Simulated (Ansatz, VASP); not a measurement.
# PbO (Litharge) in VASP and in Ansatz

File INCAR:

```
PREC = Accurate
ENCUT = 520
EDIFF = 1E-7
ISMEAR = -1
SIGMA = 0.05
LREAL = False
LASPH = True
NELM = 80
ALGO = Normal
ISIF = 2
LWAVE = False
LCHARG = False
GGA = PS
NBANDS = 28
```

Contents of KPOINTS:

```
regular mesh
0
Gamma
  7 7 6
```

Contents of POSCAR:

```
PbO
1.0
    3.9900000000      0.0000000000      0.0000000000
    0.0000000000      3.9900000000      0.0000000000
    0.0000000000      0.0000000000      5.0100000000
Pb O
2 2
Direct
    0.5025100000      0.0002860000      0.7640710000
   -0.0105290000      0.5078170000      0.2474320000
    0.4947560000      0.5065610000     -0.0022200000
   -0.0062690000      0.0124200000      0.0082440000
```

File input.yaml:

```yaml
crystal:
  lattice:
    - [3.99, 0.0, 0.0]
    - [0.0, 3.99, 0.0]
    - [0.0, 0.0, 5.01]
  atoms:
    - { symbol: Pb, position: [0.50251, 0.000286, 0.764071] }
    - { symbol: Pb, position: [-0.010529, 0.507817, 0.247432] }
    - { symbol: O, position: [0.494756, 0.506561, -0.00222] }
    - { symbol: O, position: [-0.006269, 0.01242, 0.008244] }
hamiltonian:
  xc: pbesol
  pseudopotentials: { kind: paw }
kpoints:
  mp_grid: { grid: [7, 7, 6] }
scf:
  occupations: { method: fermi_dirac, width: 0.05 }
output:
  forces: true
  stress: true
  eigenvalues: true
  write_density: true
  write_potential: true
  elf: true
  volumetric_format: npy
```

Change from the starting cell: atoms moved at random, drawn with an rms of 0.05 Å.

Alike in both runs: task single point; functional PBEsol; k mesh 7 × 7 × 6; occupations fermi-dirac, width 0.05 eV; no spin polarisation.

|  | VASP | Ansatz |
| --- | --- | --- |
| version | VASP 6.6.1 | Ansatz 0.2.0 |
| potentials or method | VASP PAW PBE potentials, release 64 (Pb_d, O) | Ansatz PAW |
| plane-wave cutoff (eV) | 520 | 420 |
| valence electrons in the cell | 40 | 40 |

```tsv
	VASP	Ansatz	Ansatz less VASP
gap on the k mesh at the Fermi level (eV)	1.32	1.31	-0.007
least direct gap on the mesh (eV)	2.25	2.25	-0.001
pressure (GPa)	-1.2	-1.2	-0.06
largest component of the traceless stress (GPa)	0.90	0.88	-0.025
rms of the force components (eV/Å)	0.208	0.220	+0.0119
```

Atom by atom the forces differ by 0.017 eV/Å (rms over components).

Caveats: spin-orbit coupling is left out, which as a rule narrows the gap of such compounds by several tenths of an eV; the PAW data sets were made with another functional, which shifts forces and pressure a little (VASP); an odd mesh through Γ misses points on the zone boundary, where band edges often lie (VASP); odd divisions of the mesh miss points on the zone boundary, where band edges often lie, so the gap on the mesh can be too wide (Ansatz); the pressure holds a Pulay correction of +0.3 GPa for the finite cutoff (Ansatz); the PAW data sets come from PBE, with cores solved anew for the run's functional, which leaves a small shift of forces and pressure (Ansatz).
